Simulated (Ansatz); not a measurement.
Set up this calculation in Ansatz 0.2.0, as an ASE script.

| Item | Value |
| --- | --- |
| Task | electrostatic potential |
| Functional | BHLYP |
| Dispersion | D4 |
| Potentials or basis | Ansatz PAW accurate |
| Cutoff | 800 eV |
| Density cutoff | 3200 eV |
| k mesh | 6 × 6 × 6 |
| Occupations | gaussian, width 0.02 eV |
| Spin | collinear spin, ferromagnetic start |
| Starting moments | [0.5, 0.0] μB |
| Driver | chain |

The structure of ZnS lies in ZnS.cif:

```cif
data_ZnS
_cell_length_a 5.40400000
_cell_length_b 5.40400000
_cell_length_c 5.40400000
_cell_angle_alpha 90.00000000
_cell_angle_beta 90.00000000
_cell_angle_gamma 90.00000000
_space_group_name_H-M_alt 'F-43m'
_space_group_name_Hall 'F -4 2 3'
_space_group_IT_number 216
loop_
_space_group_symop_operation_xyz
'x,y,z'
'y,-x,-z'
'-x,-y,z'
'-y,x,-z'
'x,-y,-z'
'y,x,z'
'-x,y,-z'
'-y,-x,z'
'z,x,y'
'-z,y,-x'
'z,-x,-y'
'-z,-y,x'
'-z,x,-y'
'z,y,x'
'-z,-x,y'
'z,-y,-x'
'y,z,x'
'-x,-z,y'
'-y,z,-x'
'x,-z,-y'
'-y,-z,x'
'x,z,y'
'y,-z,-x'
'-x,z,-y'
'x,y+1/2,z+1/2'
'y,-x+1/2,-z+1/2'
'-x,-y+1/2,z+1/2'
'-y,x+1/2,-z+1/2'
'x,-y+1/2,-z+1/2'
'y,x+1/2,z+1/2'
'-x,y+1/2,-z+1/2'
'-y,-x+1/2,z+1/2'
'z,x+1/2,y+1/2'
'-z,y+1/2,-x+1/2'
'z,-x+1/2,-y+1/2'
'-z,-y+1/2,x+1/2'
'-z,x+1/2,-y+1/2'
'z,y+1/2,x+1/2'
'-z,-x+1/2,y+1/2'
'z,-y+1/2,-x+1/2'
'y,z+1/2,x+1/2'
'-x,-z+1/2,y+1/2'
'-y,z+1/2,-x+1/2'
'x,-z+1/2,-y+1/2'
'-y,-z+1/2,x+1/2'
'x,z+1/2,y+1/2'
'y,-z+1/2,-x+1/2'
'-x,z+1/2,-y+1/2'
'x+1/2,y,z+1/2'
'y+1/2,-x,-z+1/2'
'-x+1/2,-y,z+1/2'
'-y+1/2,x,-z+1/2'
'x+1/2,-y,-z+1/2'
'y+1/2,x,z+1/2'
'-x+1/2,y,-z+1/2'
'-y+1/2,-x,z+1/2'
'z+1/2,x,y+1/2'
'-z+1/2,y,-x+1/2'
'z+1/2,-x,-y+1/2'
'-z+1/2,-y,x+1/2'
'-z+1/2,x,-y+1/2'
'z+1/2,y,x+1/2'
'-z+1/2,-x,y+1/2'
'z+1/2,-y,-x+1/2'
'y+1/2,z,x+1/2'
'-x+1/2,-z,y+1/2'
'-y+1/2,z,-x+1/2'
'x+1/2,-z,-y+1/2'
'-y+1/2,-z,x+1/2'
'x+1/2,z,y+1/2'
'y+1/2,-z,-x+1/2'
'-x+1/2,z,-y+1/2'
'x+1/2,y+1/2,z'
'y+1/2,-x+1/2,-z'
'-x+1/2,-y+1/2,z'
'-y+1/2,x+1/2,-z'
'x+1/2,-y+1/2,-z'
'y+1/2,x+1/2,z'
'-x+1/2,y+1/2,-z'
'-y+1/2,-x+1/2,z'
'z+1/2,x+1/2,y'
'-z+1/2,y+1/2,-x'
'z+1/2,-x+1/2,-y'
'-z+1/2,-y+1/2,x'
'-z+1/2,x+1/2,-y'
'z+1/2,y+1/2,x'
'-z+1/2,-x+1/2,y'
'z+1/2,-y+1/2,-x'
'y+1/2,z+1/2,x'
'-x+1/2,-z+1/2,y'
'-y+1/2,z+1/2,-x'
'x+1/2,-z+1/2,-y'
'-y+1/2,-z+1/2,x'
'x+1/2,z+1/2,y'
'y+1/2,-z+1/2,-x'
'-x+1/2,z+1/2,-y'
loop_
_atom_site_label
_atom_site_type_symbol
_atom_site_symmetry_multiplicity
_atom_site_Wyckoff_symbol
_atom_site_fract_x
_atom_site_fract_y
_atom_site_fract_z
_atom_site_occupancy
Zn1 Zn 4 c 0.2500000000 0.2500000000 0.2500000000 1
S1 S 4 a 0.0000000000 0.0000000000 0.0000000000 1
```

These files were run (other wordings do the same):

run.py

```python
import json

import ase.io
import numpy as np
import spglib

import ansatz as az

atoms = ase.io.read("ZnS.cif")
cell, frac, numbers = spglib.find_primitive((atoms.cell[:], atoms.get_scaled_positions(), atoms.numbers), symprec=1e-5)
atoms = ase.Atoms(numbers, cell=cell, scaled_positions=frac, pbc=True)
atoms.set_initial_magnetic_moments([0.5, 0.0])

calculation = (
    az.Crystal.from_ase(atoms)
    .calculation()
    .kpoints(6, 6, 6)
    .functional(az.LibraryFunctional(name="BHLYP"), dispersion="d4")
    .pseudopotentials(kind="paw", level="accurate")
    .spin("collinear")
    .occupations(method="gaussian", width=0.02)
    .density()
    .potential()
    .output_files(volumetric_format="npy")
    .electron_localization_function()
    .forces()
    .stress()
    .band_table(publish=True)
)
outcome = calculation.run(threads=2, events_out="events.jsonl")

report = outcome.report
for line in open("events.jsonl"):
    event = json.loads(line)
    if event["event"] == "scf_iter":
        d = event["data"]
        print(f"SCF {d['iter']:3d}  HF = {d['harris_foulkes_ev']:.6f} eV  dr2 = {d['dr2_ev']:.2e} eV")
    elif event["event"] in ("relax_step", "md_step"):
        d = event["data"]
        print(f"{event['event']} {d['step']:3d}  E = {d['lagrangian_ev']:.6f} eV")
np.set_printoptions(precision=5, suppress=True, linewidth=110)
print("converged:", report["converged"], "after", report["n_iterations"], "iterations")
print(f"free energy {report['free_energy_ev']:.6f} eV, Fermi level {report['fermi_energy_ev']:.4f} eV")
for key in ("band_edges_ev", "magnetization_mub", "site_moments_mub", "site_moments_nc_mub", "forces_ev_ang",
                "stress_gpa"):
    if report.get(key) is not None:
        print(key, np.array(report[key]), sep="\n")
```

Potentials or basis: Ansatz PAW accurate.

Launch:

```sh
$ python run.py
```

It gave:

```
Pressure               : -0.8 GPa
Band gap on the k mesh : 5.99 eV, direct
Net moment             : 0.00 μB per cell
Absolute moment        : 0.00 μB per cell
```

Caveat: the potentials were made for another functional, which shifts forces and pressure; the starting moments weren't kept; the thresholds are loose for stress.

Wall time 3.1 min on 2 threads of Arm Neoverse V2, with other jobs on the host, peak memory 3.3 GiB.
